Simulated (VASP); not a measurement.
# A point defect in a supercell of SrCl2

How easily does a point defect form in SrCl2? The host is relaxed first, then a supercell is run with and without the defect. The start is a cell from a database of measured crystal structures.

Program: VASP 6.6.1. Level of theory: PBE; plane waves and PAW (Sr_sv, Cl), in the first sound run; inputs show where later runs differ. Results are calculated unless marked as measured.

### 1. The host crystal

It takes space group Fm-3m (No. 225, cubic). Conventional cell: a = 6.977 Å, b = 6.977 Å, c = 6.977 Å, α = 90.00°, β = 90.00°, γ = 90.00°. Sr has 8 Cl at 3.02 Å nearest. Nearest to Cl lie 4 Sr at 3.02 Å. Farther neighbours and most contacts between anions are not listed.

### 2. Relaxing the host crystal

First cell and atoms are relaxed at a raised cutoff, so that later runs start from this functional's own cell.

Contents of INCAR:

```
SYSTEM = SrCl2
PREC = Accurate
ENCUT = 350
EDIFF = 1E-06
NELM = 120
ISMEAR = 0
SIGMA = 0.05
LREAL = .FALSE.
ALGO = Normal
GGA = PE
NBANDS = 18
LORBIT = 11
LWAVE = .FALSE.
LCHARG = .FALSE.
KPAR = 4
IBRION = 2
NSW = 40
ISIF = 3
EDIFFG = -0.02
POTIM = 0.4
```

Contents of POSCAR:

```
SrCl2
1.0
    0.0000000000      3.4883500000      3.4883500000
    3.4883500000      0.0000000000      3.4883500000
    3.4883500000      3.4883500000      0.0000000000
Sr Cl
1 2
Direct
    0.0000000000      0.0000000000      0.0000000000
    0.7500000000      0.7500000000      0.7500000000
    0.2500000000      0.2500000000      0.2500000000
```

Contents of KPOINTS:

```
Automatic mesh
0
Gamma
5 5 5
0 0 0
```

Potentials, in the order of the species: Sr_sv and Cl (PBE family, release 64).

Launch:

```sh
$ mpirun -np 4 vasp_std
```

What it wrote:

```text
[banner, memory and clock lines left out]
running    4 mpi-ranks, on    1 nodes
 distrk:  each k-point on    1 cores,    4 groups
 distr:  one band on    1 cores,    1 groups

 POSCAR found type information on POSCAR SrCl
 POSCAR found :  2 types and       3 ions
 LDA part: xc-table for (Slater+PW92), standard interpolation
 POSCAR, INCAR and KPOINTS ok, starting setup
 FFT: planning ... GRIDC
 FFT: planning ... GRID_SOFT
 FFT: planning ... GRID
 WAVECAR not read
 entering main loop
       N       E                     dE             d eps       ncg     rms          rms(c)
DAV:   1     0.121288087594E+03    0.12129E+03   -0.93179E+03   360   0.880E+02
DAV:   2    -0.574037851881E+01   -0.12703E+03   -0.12415E+03   476   0.200E+02
DAV:   3    -0.128163416677E+02   -0.70760E+01   -0.70599E+01   468   0.500E+01
DAV:   4    -0.130560069056E+02   -0.23967E+00   -0.23954E+00   592   0.801E+00
DAV:   5    -0.130591702799E+02   -0.31634E-02   -0.31628E-02   510   0.795E-01    0.130E+01
DAV:   6    -0.127626039850E+02    0.29657E+00   -0.65591E-01   408   0.450E+00    0.839E+00
DAV:   7    -0.127716961194E+02   -0.90921E-02   -0.38642E-01   490   0.366E+00    0.207E+00
DAV:   8    -0.127771447930E+02   -0.54487E-02   -0.58753E-02   444   0.131E+00    0.364E-01
DAV:   9    -0.127784316529E+02   -0.12869E-02   -0.21858E-03   526   0.277E-01    0.132E-01
DAV:  10    -0.127796871107E+02   -0.12555E-02   -0.94729E-04   410   0.176E-01    0.346E-02
DAV:  11    -0.127797954219E+02   -0.10831E-03   -0.91779E-05   494   0.517E-02    0.416E-02
DAV:  12    -0.127798102426E+02   -0.14821E-04   -0.15369E-05   410   0.200E-02    0.601E-03
DAV:  13    -0.127798133064E+02   -0.30638E-05   -0.45340E-06   466   0.110E-02    0.376E-03
DAV:  14    -0.127798131770E+02    0.12939E-06   -0.52114E-07   324   0.439E-03
   1 F= -.12779813E+02 E0= -.12779813E+02  d E =-.127798E+02
 curvature:   0.00 expect dE= 0.000E+00 dE for cont linesearch  0.000E+00
 trial: gam= 0.00000 g(F)=  0.316E-48 g(S)=  0.134E-01 ort = 0.000E+00 (trialstep = 0.100E+01)
 search vector abs. value=  0.134E-01
 bond charge predicted
       N       E                     dE             d eps       ncg     rms          rms(c)
DAV:   1    -0.128594047279E+02   -0.79591E-01   -0.15982E+00   476   0.822E+00    0.186E+00
DAV:   2    -0.128010153965E+02    0.58389E-01   -0.14934E-01   446   0.219E+00    0.689E-01
DAV:   3    -0.127878499896E+02    0.13165E-01   -0.36565E-02   640   0.106E+00    0.539E-01
DAV:   4    -0.127878604298E+02   -0.10440E-04   -0.24101E-03   668   0.258E-01    0.355E-01
DAV:   5    -0.127882158345E+02   -0.35540E-03   -0.23007E-03   680   0.223E-01    0.533E-02
DAV:   6    -0.127881676204E+02    0.48214E-04   -0.15756E-04   614   0.775E-02    0.167E-02
DAV:   7    -0.127881670717E+02    0.54864E-06   -0.14657E-05   482   0.194E-02    0.439E-03
DAV:   8    -0.127881671396E+02   -0.67845E-07   -0.27777E-07   318   0.312E-03
   2 F= -.12788167E+02 E0= -.12788167E+02  d E =-.835396E-02
 trial-energy change:   -0.008354  1 .order   -0.008421   -0.013437   -0.003406
 step:   1.3592(harm=  1.3395)  dis= 0.00000  next Energy=   -12.788776 (dE=-0.896E-02)
 bond charge predicted
       N       E                     dE             d eps       ncg     rms          rms(c)
DAV:   1    -0.127979479483E+02   -0.97809E-02   -0.20581E-01   482   0.295E+00    0.661E-01
DAV:   2    -0.127904326745E+02    0.75153E-02   -0.19336E-02   448   0.783E-01    0.242E-01
DAV:   3    -0.127887464654E+02    0.16862E-02   -0.48349E-03   656   0.383E-01    0.178E-01
DAV:   4    -0.127887417927E+02    0.46727E-05   -0.28684E-04   674   0.894E-02    0.121E-01
DAV:   5    -0.127887761235E+02   -0.34331E-04   -0.28361E-04   684   0.779E-02    0.197E-02
DAV:   6    -0.127887707365E+02    0.53870E-05   -0.18191E-05   616   0.270E-02    0.570E-03
DAV:   7    -0.127887702195E+02    0.51702E-06   -0.20651E-06   394   0.659E-03
   3 F= -.12788770E+02 E0= -.12788770E+02  d E =-.895704E-02
 curvature:  -0.67 expect dE=-0.207E-06 dE for cont linesearch -0.207E-06
 trial: gam= 0.00000 g(F)=  0.564E-49 g(S)=  0.310E-06 ort =-0.646E-04 (trialstep = 0.107E+01)
 search vector abs. value=  0.311E-06
 reached required accuracy - stopping structural energy minimisation
```

Run time: 9.6 s. Hardware: 4 MPI ranks of Intel Xeon Platinum 8259CL at 2.50GHz (Skylake/Cascade Lake), shared host; peak memory 0.66 GiB.

The logs omit lines about the potential files and the build; timing stands in the text.

Parts of OUTCAR (step 2):

```text
ion  position               nearest neighbor table
   1  0.000  0.000  0.000-   2 3.02   2 3.02   2 3.02   2 3.02   3 3.02   3 3.02   3 3.02   3 3.02

  LATTYP: Found a face centered cubic cell.
 ALAT       =     6.9767000000

 Subroutine GETGRP returns: Found 48 space group operations
 (whereof 48 operations were pure point group operations)

The static configuration has the point symmetry O_h .

 Found     10 irreducible k-points:

   k-points           NKPTS =     10   k-points in BZ     NKDIM =     10   number of bands    NBANDS=     18

   dimension x,y,z NGX =    30 NGY =   30 NGZ =   30
   dimension x,y,z NGXF=    60 NGYF=   60 NGZF=   60

   ENCUT  =  350.0 eV  25.72 Ry    5.07 a.u.   7.53  7.53  7.53*2*pi/ulx,y,z

   NELECT =      24.0000    total number of electrons

 k-points in reciprocal lattice and weights: Automatic mesh
   0.00000000  0.00000000  0.00000000       0.008
   0.20000000  0.00000000  0.00000000       0.064
   0.40000000  0.00000000  0.00000000       0.064
   0.20000000  0.20000000  0.00000000       0.048
   0.40000000  0.20000000  0.00000000       0.192
  -0.40000000  0.20000000  0.00000000       0.192
  -0.20000000  0.20000000  0.00000000       0.096
   0.40000000  0.40000000  0.00000000       0.048
  -0.40000000  0.40000000  0.00000000       0.096
  -0.40000000  0.40000000  0.20000000       0.192

 average (electrostatic) potential at core
       1 -39.0620       2 -93.2902       3 -93.2902

 E-fermi :   0.2216

 k-point     1 :       0.0000    0.0000    0.0000
  band No.  band energies     occupation
    ...
      8      -2.0655      2.00000
      9      -2.0655      2.00000
     10      -0.3691      2.00000
     11      -0.3691      2.00000
     12      -0.3691      2.00000
     13       5.1711      0.00000
     14       6.0591      0.00000
     15       6.0591      0.00000
     16       8.9383      0.00000
     17       8.9383      0.00000
    ...

 k-point     2 :       0.2000    0.0000    0.0000
  band No.  band energies     occupation
    ...
      8      -1.9292      2.00000
      9      -1.8290      2.00000
     10      -0.7713      2.00000
     11      -0.5653      2.00000
     12      -0.5653      2.00000
     13       5.9610      0.00000
     14       6.3175      0.00000
     15       6.3175      0.00000
     16       7.7711      0.00000
     17       8.5379      0.00000
    ...

 k-point     3 :       0.4000    0.0000    0.0000
  band No.  band energies     occupation
    ...
      8      -1.6164      2.00000
      9      -1.4923      2.00000
     10      -1.2786      2.00000
     11      -0.9511      2.00000
     12      -0.9511      2.00000
     13       6.6093      0.00000
     14       6.6093      0.00000
     15       6.9751      0.00000
     16       8.0795      0.00000
     17       8.4193      0.00000
    ...

  Total       -0.0028363     -0.0028363     -0.0028363     -0.0000000      0.0000000     -0.0000000
  in kB       -0.0519034     -0.0519034     -0.0519034     -0.0000000      0.0000000     -0.0000000
  external PRESSURE =      -0.0519034 kB  Pullay stress =       0.0000000 kB

  energy-cutoff  :      350.00
  volume of cell :       87.55
      direct lattice vectors                 reciprocal lattice vectors
     0.000000000  3.524339552  3.524339552    -0.141870553  0.141870553  0.141870553
     3.524339552  0.000000000  3.524339552     0.141870553 -0.141870553  0.141870553
     3.524339552  3.524339552  0.000000000     0.141870553  0.141870553 -0.141870553

 POSITION                                       TOTAL-FORCE (eV/Angst)
 -----------------------------------------------------------------------------------
      0.00000      0.00000      0.00000        -0.000000     -0.000000      0.000000
      5.28651      5.28651      5.28651        -0.000000      0.000000     -0.000000
      1.76217      1.76217      1.76217         0.000000     -0.000000     -0.000000
 -----------------------------------------------------------------------------------
    total drift:                                0.000000     -0.000000     -0.000000

  FREE ENERGIE OF THE ION-ELECTRON SYSTEM (eV)
  ---------------------------------------------------
  free  energy   TOTEN  =       -12.7887702195 eV

  energy  without entropy=      -12.7887702195  energy(sigma->0) =      -12.78877022

 reached required accuracy - stopping structural energy minimisation

 total charge
# of ion       s       p       d       tot
------------------------------------------
    1        1.995   5.762   0.143   7.900
    2        1.591   3.574   0.000   5.165
    3        1.591   3.574   0.000   5.165
--------------------------------------------------
tot          5.177  12.910   0.143  18.230

[... 3 further parts left out ...]
```

CONTCAR:

```
SrCl2
   1.00000000000000
     0.0000000000000000    3.5243395518551104    3.5243395518551104
     3.5243395518551108    0.0000000000000000    3.5243395518551104
     3.5243395518551108    3.5243395518551104    0.0000000000000000
  Sr              Cl
     1     2
Direct
     0.0000000000000000    0.0000000000000000    0.0000000000000000
     0.7500000000000000    0.7500000000000000    0.7500000000000000
     0.2500000000000000    0.2500000000000000    0.2500000000000000
```

The gap is read on the k-mesh alone, so it is an upper bound where the band edges lie off the mesh. The run keeps the 48 symmetry operations of its start, so it cannot find a distortion of lower symmetry.

Step by step:

| step | energy less that of the first step (eV) | largest force (eV/Å) | pressure (GPa) | volume (Å³) |
| --- | --- | --- | --- | --- |
| 1 | 0.0000 | 0.0000 | 1.11 | 84.90 |
| 2 | -0.0084 | 0.0000 | 0.28 | 86.84 |
| 3 | -0.0090 | 0.0000 | -0.01 | 87.55 |

| conventional cell, symmetrised | before | after | change |
| --- | --- | --- | --- |
| a (Å) | 6.977 | 7.049 | +1.0 % |
| b (Å) | 6.977 | 7.049 | +1.0 % |
| c (Å) | 6.977 | 7.049 | +1.0 % |
| volume (Å³/atom) | 28.30 | 29.18 | +3.1 % |

The relaxed structure:

```cif
data_structure
_symmetry_space_group_name_H-M 'P 1'
_symmetry_Int_Tables_number 1
_cell_length_a 4.9842
_cell_length_b 4.9842
_cell_length_c 4.9842
_cell_angle_alpha 60.000
_cell_angle_beta 60.000
_cell_angle_gamma 60.000
_cell_volume 87.55
loop_
_atom_site_label
_atom_site_type_symbol
_atom_site_fract_x
_atom_site_fract_y
_atom_site_fract_z
_atom_site_occupancy
Sr1 Sr 0.00000 0.00000 0.00000 1
Cl2 Cl 0.75000 0.75000 0.75000 1
Cl3 Cl 0.25000 0.25000 0.25000 1
```

This step gave:

* electronic cycles: 29
* electrons: 24
* free energy (TOTEN): -12.79 eV
* Fermi energy: 0.2216 eV
* labelled metallic, from the levels on this mesh: no
* gap on the k-mesh: 5.281 eV
* least direct gap on the k-mesh: 5.540 eV

The run ended after 3 ionic steps, 0.009 eV below its first step, once forces and stress met EDIFFG = -0.02.

(Part 1 of 7 ends here.)

[Lines on the potential files, build, host, timing and source positions are cut from VASP's logs without a mark.]

[Logs are printed without paths, hosts, clocks, repeated set-up lines and the standing remarks that a program may print on its own settings, such as how far it seeks lower states.]

[Hosts, paths, dates, database ids (printed as entryN), source tags and the programs' standing remarks are cut or masked in the printed files.]

[In band tables of VASP the shares of atoms and orbitals are scaled to a sum of 1 inside the atoms' spheres.]

[Runs that stopped without an error message from VASP are left out.]
